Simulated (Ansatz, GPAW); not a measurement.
Given: the input of a run of Ansatz 0.2.0 on CuO. Atoms were shifted at random by some hundredths of an Å from the given cell, which wasn't relaxed again for these runs. The cell comes from a database or a generator and needn't be the stable form of this composition.

File input.yaml:

```yaml
crystal:
  lattice:
    - [3.1754955, 0.0, 0.0]
    - [0.0, 3.1754955, 0.0]
    - [0.0, 0.0, 4.64953187]
  atoms:
    - { symbol: Cu, position: [-0.001959, 0.000947, -0.004553] }
    - { symbol: Cu, position: [0.499648, 0.507327, 0.001785] }
    - { symbol: O, position: [0.505496, -0.003917, 0.26765] }
    - { symbol: O, position: [-0.002178, 0.500341, 0.724971] }
kpoints:
  mp_grid: { grid: [8, 8, 6] }
scf:
  occupations: { method: fermi_dirac, width: 0.05 }
hamiltonian:
  xc: pbe
  pseudopotentials: { kind: all_electron, lapw: { basis_error: 0.001 } }
output:
  forces: true
  stress: true
  eigenvalues: true
  populations: true
```

Potentials or basis: all-electron LAPW, scalar-relativistic.

Run with:

```console
$ ansatz run input.yaml --threads 2 --pin off --max-ram 6144MiB --backend cpu --events-out ev --progress --plain --runs-dir out
```

Question: Translate it to GPAW 26.7.0 (ASE script). Potentials or basis there: GPAW PAW data sets (gpaw-data 1.2.1), cutoff 800 eV.

Answer: As run (cutoffs and basis follow the program's own potentials, and thresholds, step limits or extra output files can differ):

File run.py:

```python
from ase import Atoms
from ase.dft.bandgap import bandgap
from ase.io import write
from ase.units import GPa
from gpaw import GPAW, PW

atoms = Atoms(['Cu', 'Cu', 'O', 'O'],
              cell=[[3.1754955, 0.0, 0.0],
                    [0.0, 3.1754955, 0.0],
                    [0.0, 0.0, 4.64953187]],
              scaled_positions=[[-0.001959, 0.000947, -0.004553],
                                [0.499648, 0.507327, 0.001785],
                                [0.505496, -0.003917, 0.26765],
                                [-0.002178, 0.500341, 0.724971]],
              pbc=True)

calc = GPAW(mode=PW(800),
            xc='PBE',
            kpts={'size': (8, 8, 6), 'gamma': True},
            occupations={'name': 'fermi-dirac', 'width': 0.05},
            nbands=33,
            convergence={'density': 1e-05, 'energy': 1e-05},
            maxiter=150,
            txt='gpaw.txt')
atoms.calc = calc
energy = atoms.get_potential_energy()
forces = atoms.get_forces()
stress = atoms.get_stress()
calc.write('gs.gpw')
write('result.traj', atoms)
print(f'Energy: {energy:.6f} eV')
print('Forces (eV/A):')
print(forces.round(4))
print('Stress (GPa):', (stress / GPa).round(3))
print('Fermi level:', round(calc.get_fermi_level(), 4), 'eV')
print(f'Gap: {bandgap(calc)[0]:.4f} eV, direct: {bandgap(calc, direct=True)[0]:.4f} eV')
```

Potentials or basis: GPAW PAW data sets (gpaw-data 1.2.1), pw.

Command:

```bash
$ OMP_NUM_THREADS=1 python run.py
```

Both were run:

|  | Ansatz | GPAW |
| --- | --- | --- |
| Pressure | 15.3 GPa | 16.9 GPa |
| Largest force | 1.201 eV/Å | 0.983 eV/Å |

Where Ansatz's input types no cutoff or centring, it takes its own default and a Γ-centred mesh.

The cell lies far from this level's equilibrium.

Pressure is positive in compression.
